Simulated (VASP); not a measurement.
Wanted: the native input for a VASP 6.6.1 run.

| Item | Value |
| --- | --- |
| Task | relaxation of the atoms |
| Functional | r2SCAN |
| Potentials or basis | VASP PAW PBE potentials, release 64 (B, As) |
| Cutoff | 600 eV |
| k mesh | 10 × 10 × 10 |
| Occupations | gaussian, width 0.03 eV |
| Spin | no spin polarisation |
| Further INCAR settings | ALGO = Normal; EDIFF = 1e-07; IBRION = 2; EDIFFG = -0.01; NSW = 40 |

The structure of BAs lies in POSCAR:

```
BAs                                     
1.0
    0.0000000000      2.4090278329      2.4090278329
    2.4090278329      0.0000000000      2.4090278329
    2.4090278329      2.4090278329      0.0000000000
  B               As            
     1     1
Direct
     0.0000000000000000    0.0000000000000000    0.0000000000000000
     0.2500000000000000    0.2500000000000000    0.2500000000000000
```

The cell isn't the ideal one: a relaxed cell with its volume scaled by 1.02.

One way to write it, as run:

INCAR

```
SYSTEM = BAs
PREC     = Accurate       ! precision mode
ENCUT    = 600            ! plane-wave cutoff, eV
EDIFF    = 1E-7           ! SCF threshold, eV
ISMEAR   = 0              ! smearing method
SIGMA    = 0.03           ! smearing width, eV
LREAL    = .FALSE.        ! projectors in reciprocal space
LASPH    = .TRUE.         ! aspherical terms in the spheres
NELM     = 80             ! most SCF steps
ALGO     = Normal         ! electronic algorithm
ISIF     = 2              ! what is computed and relaxed
LWAVE    = .FALSE.        ! write WAVECAR
LCHARG   = .FALSE.        ! write CHGCAR
METAGGA  = R2SCAN         ! meta-GGA
LMIXTAU  = .TRUE.       
IBRION   = 2              ! ionic algorithm
NSW      = 40             ! ionic steps
EDIFFG   = -0.01          ! ionic threshold
```

KPOINTS

```
regular mesh
0
G
  10 10 10
  0 0 0
```

Potentials or basis: VASP PAW PBE potentials, release 64 (B, As).

Launch:

```sh
$ cat potpaw_PBE.64/B/POTCAR potpaw_PBE.64/As/POTCAR > POTCAR
$ mpirun -np 1 vasp_std > vasp.out
```

Results of the run:

```json
{
 "Pressure after relaxing": "-2.7 GPa",
 "Band gap on the k mesh": "1.40 eV, indirect (least direct gap 3.42 eV)"
}
```

Caveat: the relaxation stopped at its first step, so nothing moved; the PAW data sets were made with another functional, which shifts forces and pressure a little.

Run time: 90 s on 1 thread of Intel(R) Xeon(R) Platinum 8488C (Sapphire Rapids), with other jobs on the host, peak memory 0.17 GiB.
